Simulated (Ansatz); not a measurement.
**Al3Cu2 (P-3m1), an elastic constant from a strain scan**

Computed with Ansatz 0.2.0, DFT PBEsol, scalar-relativistic, plane waves, PAW. Settings: plane waves to 420 eV, k-mesh 12×12×10 (Γ-centred), Gaussian smearing 0.15 eV. No spin polarisation. Energies are free energies at this smearing, counted from the undisturbed cell; pressure is positive in compression.

The starting cell (relaxed at this level; it needn't be the usual structure):

```
Al Cu
1.0
     4.09859    0.00000    0.00000
    -2.04929    3.54948    0.00000
     0.00000    0.00000    4.98210
Al Cu
3 2
Direct
  0.00000 0.00000 0.00000
  0.33333 0.66667 0.35151
  0.66667 0.33333 0.64849
  0.33333 0.66667 0.84229
  0.66667 0.33333 0.15771
```

The cell is strained by ε times the Voigt pattern (0, 1, 0, 0, 0, 0) (xx, yy, zz, yz, xz, xy; engineering shear) with fractional coordinates fixed. The cell holds 5 atoms in V0 = 72.48 Å³. The stress column is τ = (1/V0) dE/dε, got from the stress tensor σ (compression positive) at each point as −det(1 + εP) σ : P(1 + εP)⁻¹, with P the pattern as a tensor.

```
      ε  ΔE (meV/atom)  τ (GPa)
-0.0600         42.601  -17.186
-0.0450         22.815  -12.072
-0.0300          9.586   -7.508
 0.0000          0.000    0.095
 0.0150          2.216    3.079
 0.0450         17.193    7.709
 0.0600              ?        ?
```

Problem. Which combination of elastic constants does this scan measure, and how large is it?

Solution. For small ε, τ = τ0 + Kε with K = pᵀCp, which for this pattern is C22 in the Cartesian frame shown. The parabola through τ at ε = -0.0300, 0 and 0.0150 has slope K = 217 GPa at zero. The energies per cell, E = NΔE, of the same two points give K = 2[E(ε₊)/ε₊ − E(ε₋)/ε₋]/[(ε₊ − ε₋)V0] = 230 GPa, in agreement. These are clamped-ion values.

Problem. Predict the withheld row at ε = 0.0600 from the harmonic law, and compare.

Solution. ΔE = V0(τ0 ε + Kε²/2)/N = 35.875 meV/atom and τ = 13.12 GPa. The calculation gives 28.908 meV/atom and 9.50 GPa: the energy lies 19 % below the harmonic value, as bonds soften when stretched.

Forces appear on the atoms along this scan, and letting them relax would lower the energy and soften the response. In a metal these slopes depend on the k mesh and the smearing.